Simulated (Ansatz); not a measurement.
## Nudged elastic band run: Ti12H

Input file:

```yaml
crystal:
  lattice:
    - [5.9, 0.0, 0.0]
    - [-4.425, 7.664325, 0.0]
    - [0.0, 0.0, 4.6846]
  atoms:
    - { symbol: Ti, position: [0.00035099, 0.00083325, 0.00449247] }
    - { symbol: Ti, position: [0.16432901, 0.22032746, 0.50086422] }
    - { symbol: Ti, position: [0.00299807, 0.33099593, 0.00117327] }
    - { symbol: Ti, position: [0.17572323, 0.55890447, 0.49993635] }
    - { symbol: Ti, position: [0.00246185, 0.67044378, -0.00113572] }
    - { symbol: Ti, position: [0.16821289, 0.89049987, 0.49931015] }
    - { symbol: Ti, position: [0.49804309, -0.0011552, 0.00191578] }
    - { symbol: Ti, position: [0.66314235, 0.21819923, 0.50178457] }
    - { symbol: Ti, position: [0.49168028, 0.3307004, 0.00087512] }
    - { symbol: Ti, position: [0.66294711, 0.5583159, 0.50043551] }
    - { symbol: Ti, position: [0.50177369, 0.66910167, 0.00071672] }
    - { symbol: Ti, position: [0.665489, 0.88840682, 0.49705601] }
    - { symbol: H, position: [0.83195393, 0.44517032, 0.75188695] }
basis:
  ecutwfc: 420.0
kpoints:
  mp_grid: { grid: [4, 3, 5] }
hamiltonian:
  xc: pbesol
scf:
  occupations: { method: gaussian, width: 0.1 }
  lower_state_search: "off"
neb:
  images: 7
  f_tol: 0.05
  initial_path: linear
  max_iterations: 27
  final_atoms:
    - { symbol: Ti, position: [0.00124726, 0.00027314, -0.00334669] }
    - { symbol: Ti, position: [0.16497334, 0.21959, 0.50052907] }
    - { symbol: Ti, position: [0.0034977, 0.33044036, 0.00043934] }
    - { symbol: Ti, position: [0.17529233, 0.55808387, 0.50075077] }
    - { symbol: Ti, position: [0.00352184, 0.67052325, 0.00144948] }
    - { symbol: Ti, position: [0.16862797, 0.88979294, 0.50147573] }
    - { symbol: Ti, position: [0.4984385, -0.00187732, -0.00116219] }
    - { symbol: Ti, position: [0.66422358, 0.21825424, 0.49851898] }
    - { symbol: Ti, position: [0.49128828, 0.3298675, -0.00016795] }
    - { symbol: Ti, position: [0.66331542, 0.55780003, 0.50122532] }
    - { symbol: Ti, position: [0.50237301, 0.6683837, 0.00063766] }
    - { symbol: Ti, position: [0.6663674, 0.88784174, 0.5041118] }
    - { symbol: H, position: [0.83469131, 0.44309943, 0.25097935] }
  order_check: true
```

Command:

```bash
$ ansatz run input.yaml --threads 4 --pin off --max-ram 10240MiB --backend cpu --events-out ev --progress --plain --runs-dir out
```

Output, in part (warnings, iteration lines):

```
NEB end point (image 0): max|allowed force component| = 2.405e-2 eV/Å (the criterion of neb.relax_end_points is 1.000e-2)
NEB end point (image 8): max|allowed force component| = 2.779e-2 eV/Å (the criterion of neb.relax_end_points is 1.000e-2)
NEB iter   1: max|band force component| = 3.604e-1 eV/Å  barrier→ = 0.6322 eV  barrier← = 0.6321 eV  CI = image 4  Δτ_max = 0.1122 Å  (63 SCF iters)
NEB iter   2: max|band force component| = 4.529e-1 eV/Å  barrier→ = 0.6324 eV  barrier← = 0.6324 eV  CI = image 4  Δτ_max = 0.0556 Å  (54 SCF iters)
NEB iter   3: max|band force component| = 4.943e-2 eV/Å  barrier→ = 0.5972 eV  barrier← = 0.5972 eV  CI = image 4  CI's point: of a kind that is not told: the force calls were inconclusive, a negative curvature could not be distinguished from the path's own, the only one lies far off the path, or fixed occupations may fill a level only in part  Δτ_max = 0.0000 Å  (277 SCF iters)
```

It converged. By the program's own check the climbing image is of a kind that is not told: the force calls were inconclusive, a negative curvature could not be distinguished from the path's own, the only one lies far off the path, or fixed occupations may fill a level only in part (lowest curvatures found: -1.68 and 0.98 eV/Å²). Limits of this set-up: coarse k mesh, odd electron count without spin, a small cell, in which the defect meets its images.

Final band:

```json
{"image": "0", "path coordinate (Å)": "0.00", "energy (eV)": "0.00"}
{"image": "1", "path coordinate (Å)": "0.29", "energy (eV)": "0.11"}
{"image": "2", "path coordinate (Å)": "0.57", "energy (eV)": "0.34"}
{"image": "3", "path coordinate (Å)": "0.86", "energy (eV)": "0.53"}
{"image": "4", "path coordinate (Å)": "1.15", "energy (eV)": "0.60"}
{"image": "5", "path coordinate (Å)": "1.43", "energy (eV)": "0.53"}
{"image": "6", "path coordinate (Å)": "1.72", "energy (eV)": "0.34"}
{"image": "7", "path coordinate (Å)": "2.00", "energy (eV)": "0.11"}
{"image": "8", "path coordinate (Å)": "2.29", "energy (eV)": "0.00"}
```

Time of the run: 8.6 min on 4 threads of Intel(R) Xeon(R) Platinum 8375C CPU @ 2.90GHz (Ice Lake) (shared host), peak memory 3.6 GiB.
